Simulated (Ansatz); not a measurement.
## CoSi$_{2}$ (Fm-3m), a vibration from a frozen displacement

All numbers below come from Ansatz, DFT PBEsol, scalar-relativistic, plane waves, PAW. Settings: plane waves to 420 eV, k-mesh 16×16×16 (Γ-centred), Gaussian smearing 0.15 eV. No spin polarisation. A magnetic state may lie lower. Energies are free energies at this smearing, counted from the undisturbed cell; pressure is positive in compression.

Reference structure (relaxed at this level):

```yaml
crystal:
  lattice:
    - [0.00000, 2.65625, 2.65625]
    - [2.65625, 0.00000, 2.65625]
    - [2.65625, 2.65625, 0.00000]
  atoms:
    - { symbol: Co, position: [0.00000, 0.00000, 0.00000] }
    - { symbol: Si, position: [0.25000, 0.25000, 0.25000] }
    - { symbol: Si, position: [0.75000, 0.75000, 0.75000] }
```

Every Si atom is moved by x along the Cartesian unit vector (0.000, 1.000, 0.000); the cell and all other atoms stay fixed. The cell's volume is 37.48 Å³; the moved atoms weigh 56.170 u together and the others 58.933 u. Some rows repeat others by symmetry and weren't run.

```
  x (Å)  ΔE (meV/cell) total force on the moved atoms along the move (eV/Å) pressure (GPa)
-0.2000         249.12                                                2.4920          3.4146
-0.1750         190.72                                                2.1806          2.6167
-0.1500         140.10                                                1.8688          1.9215
-0.1250          97.28                                                1.5570          1.3305
-0.1000          62.25                                                1.2452          0.8452
-0.0750          35.01                                                0.9338          0.4666
-0.0500          15.56                                                0.6224          0.1955
-0.0250           3.89                                                0.3112          0.0326
 0.0000           0.00                                                0.0000         -0.0217
 0.0250           3.89                                               -0.3112          0.0326
 0.0500          15.56                                               -0.6224          0.1955
 0.0750          35.01                                               -0.9338          0.4666
 0.1000          62.25                                               -1.2452          0.8452
 0.1250          97.28                                               -1.5570          1.3305
 0.1500         140.10                                               -1.8688          1.9215
 0.1750         190.72                                               -2.1806          2.6167
 0.2000         249.12                                               -2.4920          3.4146
```

Problem. What frequency belongs to this motion?

Solution. The force constant is k = −dF/dx = 12.448 eV/Å², from the parabola through x = -0.0250, 0 and 0.0250. In every cell the moved atoms swing against the rest, so the mass is μ = m₁m₂/(m₁ + m₂) = 28.759 u, and ν̃ = 521.5 cm⁻¹ × √(|k|/μ) = 343 cm⁻¹. To first order in x, and within 1 %, the force on every atom lies along the move and, within each of the two groups, in proportion to the atom's mass, so this is itself a mode at the zone centre of this cell.

Problem. How far does the harmonic law reach?

Solution. At x = -0.200 Å, kx²/2 = 248.96 meV against the computed 249.12 meV (+0.1 %): the well is still close to harmonic there.

Problem. The pressure changes with x². What does that say about the frequency under compression?

Solution. With E = k(V)x²/2, k ∝ V^(−2γ) and x scaling with the cell as V^(1/3), P − P0 = −∂E/∂V = (2γ − 2/3) ΔE/V. At x = 0.0500 Å, V(P − P0) = 37.48 × 0.21720 / 160.2 eV = 50.82 meV and ΔE = 15.56 meV, so γ = 1/3 + V(P − P0)/(2ΔE) = 1.97. This is the Grüneisen parameter of the motion under uniform scaling of the cell: shrinking the cell evenly by 1 % in volume raises the frequency by about 1.97 %.

In a metal these slopes depend on the k mesh and the smearing.

The motion is the infrared-active, threefold degenerate optical mode of the fluorite structure, with the two Si sublattices moving together against Co. Its frequency of 343 cm⁻¹ reflects light Si atoms and a stiff restoring force, which probably owes much to covalent mixing of Co 3d with Si 3p states. Because CoSi₂ is a metal, free carriers screen the long-range field that would split this mode into longitudinal and transverse branches in an insulating fluorite.

The nearly parabolic well doesn't mean that the individual bonds are harmonic. Along a cube axis, half of the Co–Si bonds around each Co shorten while the other half lengthen, and inversion symmetry removes every odd term from the energy. Uniform compression shortens all of these bonds at once, so their asymmetry no longer cancels and the mode stiffens, as the Grüneisen parameter of 1.97 shows. The positive curvature establishes stability against this displacement only, leaving the Raman-active mode, in which the Si sublattices move oppositely, and phonons away from the zone centre untested.
